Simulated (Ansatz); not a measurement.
**Cu: other elements on the same sites**

What happens to the structure of Cu under Cu → Ca; Cu → Au? Each swap replaces an element on all its sites; cell and atoms are relaxed again.

Computed with Ansatz 0.2.0 (DFT PBE, scalar-relativistic, plane waves, PAW, unless a step's input says otherwise).

1 further run of the same task is left out (set aside as unsound or not needed).

**1. The system as given**

The structure is cubic, space group Fm-3m (No. 225). Conventional cell: a = 3.630 Å, b = 3.630 Å, c = 3.630 Å, α = 90.00°, β = 90.00°, γ = 90.00°. Around Cu (site symmetry m-3m) lie 12 Cu at 2.57 Å.

Structure file:

```xyz
1
Lattice="0.0000 1.8149 1.8149 1.8149 0.0000 1.8149 1.8149 1.8149 0.0000" Properties=species:S:1:pos:R:3 pbc="T T T"
Cu    0.0000    0.0000    0.0000
```

It goes back to an entry of the Materials Project.

It is the result of an earlier relaxation at this level (volume 11.96 Å³/atom; gap on the mesh: none (metal)).

**2. Swap Cu → Ca**

The start of Ca: fractional positions of relaxed Cu, cell scaled by 1.219, a guess from tabulated radii.

**3. Probe: one point at the start (Ca)**

The input, input.yaml:

```yaml
crystal:
  lattice:
    - [0.0, 2.2115163823, 2.2115163823]
    - [2.2115163823, 0.0, 2.2115163823]
    - [2.2115163823, 2.2115163823, 0.0]
  atoms:
    - { symbol: Ca, position: [0.0, 0.0, 0.0] }
basis:
  ecutwfc: 420
kpoints:
  mp_grid: { grid: [8, 8, 8] }
hamiltonian:
  xc: pbe
scf:
  occupations: { method: gaussian, width: 0.1 }
output:
  forces: true
  stress: true
  eigenvalues: true
```

On the command line:

```sh
> ansatz run input.yaml --threads 1 --pin off --max-ram 2560MiB --backend cpu --events-out ev --progress --plain --runs-dir out
```

Further runs follow: coarse relaxation (Ca); full relaxation (Ca); quick check of gap, pressure and forces (Au); rough relaxation on the coarse mesh (Au); the relaxation (Au).

**Question.** What will these runs give? Wanted: Cu → Ca; Cu → Au.

**Answer**, as computed:

```
    quantity                            value
Cu → Ca (Ca)  42.17 Å³/atom, gap none (metal)
Cu → Au (Au)  17.97 Å³/atom, gap none (metal)
```

The volume per atom runs from +50.3 % (Au) to +252.7 % (Ca) against the relaxed parent. All of them are metals at this level. The runs treat Au without spin-orbit coupling.
